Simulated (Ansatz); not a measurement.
# Zr (omega type) under strong compression

```xyz
3
Lattice="5.0475 0.0000 0.0000 -2.5237 4.3712 0.0000 0.0000 0.0000 3.1448" Properties=species:S:1:pos:R:3 pbc="T T T"
Zr    0.0000    0.0000    0.0000
Zr    0.0000    2.9142    1.5724
Zr    2.5237    1.4571    1.5724
```

The cell comes from a relaxation on PAW files under the same functional, begun from a prototype that needn't be the stable phase.

Its volume is scaled, and at each volume shape and atoms are relaxed on PAW files; all methods then take that cell.

All numbers are PBE results (scalar-relativistic) from Ansatz 0.2.0, with a Γ-centred 8×8×11 k mesh, Fermi–Dirac smearing of 0.1 eV, no spin polarisation. Methods: LAPW: all electrons, basis error target 1 meV/atom; PAW: frozen-core files, cutoff 420 eV; crystal datasets: all electrons, by PAW datasets that the program makes for each cell; norm-conserving: pseudopotentials, cutoff 898 eV; PAW (cutoff 1000 eV): frozen-core files, cutoff 1000 eV.

Energies are extrapolated to zero smearing and count from the unscaled cell; pressure is positive in compression; gaps take the mesh and a band path. No temperature or zero-point motion is included.

| V/V0 | V (Å³/atom) | P LAPW (GPa) | ΔE LAPW (eV/atom) | P PAW − LAPW (GPa) | ΔE PAW − LAPW (meV/atom) | space group | shortest distance (Å) |
| --- | --- | --- | --- | --- | --- | --- | --- |
| 1.00 | 23.13 | 0.02 | 0.000 | -0.02 | 0.0 | P6/mmm | 2.914 |
| 0.88 | 20.35 | 15.19 | 0.118 | -0.03 | -0.5 | P6/mmm | 2.792 |
| 0.58 | 13.41 | 122.3 | 2.564 | -0.06 | -2.5 | P6/mmm | 2.482 |
| 0.50 | 11.56 | ? | 4.366 | -0.01 | -3.0 | P6/mmm | 2.362 |
| 0.43 | 9.95 | 321.7 | 6.919 | 0.14 | -2.6 | P6/mmm | 2.246 |

**Question.** Fill in "P LAPW (GPa)" for the row "0.50".

**Answer.** 197.6.

**Question.** Fit the Vinet equation to the LAPW pressures over the whole range, with residuals weighted by 1/(|P| + 0.03·Pmax).

**Answer.** V0 = 23.15 Å³/atom, B0 = 89.9 GPa and B0′ = 3.67, and the fit misses no point by more than 11 GPa. A fit over so wide a range pins B0 less well than one near rest.

**Question.** At the smallest volume, how far do crystal datasets and norm-conserving and PAW (cutoff 1000 eV) lie from LAPW in pressure?

**Answer.** crystal datasets: 0.00 GPa; norm-conserving: -0.11 GPa; PAW (cutoff 1000 eV): +0.01 GPa, on a LAPW pressure of 321.7 GPa.

**Question.** How do the Löwdin populations by LAPW change from the unscaled cell to the last row?

**Answer.** Zr 4s 1.95 → 1.78, Zr 5s 0.80 → 0.37, Zr 4p 5.97 → 5.71, Zr 4d 3.21 → 4.12 electrons an atom. These are projections on the shells that the free atoms fill; 0.21 e a cell lies outside them at the start and 0.12 e at the end.
